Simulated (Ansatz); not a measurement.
# CsSnBr3: the cost of one run

Program: Ansatz 0.2.0. Level of theory: DFT LDA, scalar-relativistic, plane waves, PAW, and further levels as typed in the inputs. These are calculated values, not measurements.

## (1) The structure to begin with

It takes space group Pm-3m (No. 221, cubic). Conventional cell: a = 5.810 Å, b = 5.810 Å, c = 5.810 Å, α = 90.00°, β = 90.00°, γ = 90.00°. Cs (site symmetry m-3m) has 12 Br at 4.11 Å as nearest neighbours. Around Sn (site symmetry m-3m) lie 6 Br at 2.90 Å. Br (site symmetry 4/mmm) has 2 Sn at 2.90 Å and 4 Cs at 4.11 Å as nearest neighbours.

Coordinates:

```
CELL_PARAMETERS angstrom
5.81000 0.00000 0.00000
0.00000 5.81000 0.00000
0.00000 0.00000 5.81000
ATOMIC_POSITIONS crystal
Cs 0.50000 0.50000 0.50000
Sn 0.00000 0.00000 0.00000
Br 0.50000 0.00000 0.00000
Br 0.00000 0.50000 0.00000
Br 0.00000 0.00000 0.50000
```

## (2) Relaxing cell and atoms: CsSnBr3, no spin

The input, input.yaml:

```yaml
crystal:
  lattice:
    - [5.81, 0.0, 0.0]
    - [0.0, 5.81, 0.0]
    - [0.0, 0.0, 5.81]
  atoms:
    - { symbol: Cs, position: [0.5, 0.5, 0.5] }
    - { symbol: Sn, position: [0.0, 0.0, 0.0] }
    - { symbol: Br, position: [0.5, 0.0, 0.0] }
    - { symbol: Br, position: [0.0, 0.5, 0.0] }
    - { symbol: Br, position: [0.0, 0.0, 0.5] }
scf:
  occupations: { method: fixed }
output:
  forces: true
  stress: true
  eigenvalues: true
  write_density: true
  write_potential: true
  elf: true
  volumetric_format: npy
hamiltonian:
  xc: lda
relax:
  f_tol: 0.005
  max_steps: 60
  cell: { stress_tol: 0.03 }
kpoints:
  mp_grid: { grid: [6, 6, 6] }
```

The run is started by

```console
$ ansatz run input.yaml --threads 8 --pin off --max-ram 16384MiB --backend cpu --events-out ev --progress --plain --runs-dir out
```

Q: Estimate wall time and peak memory on 8 threads of Intel Xeon 6975P-C (Granite Rapids), shared host.

About 3.4 s, with a peak of 0.73 GiB.
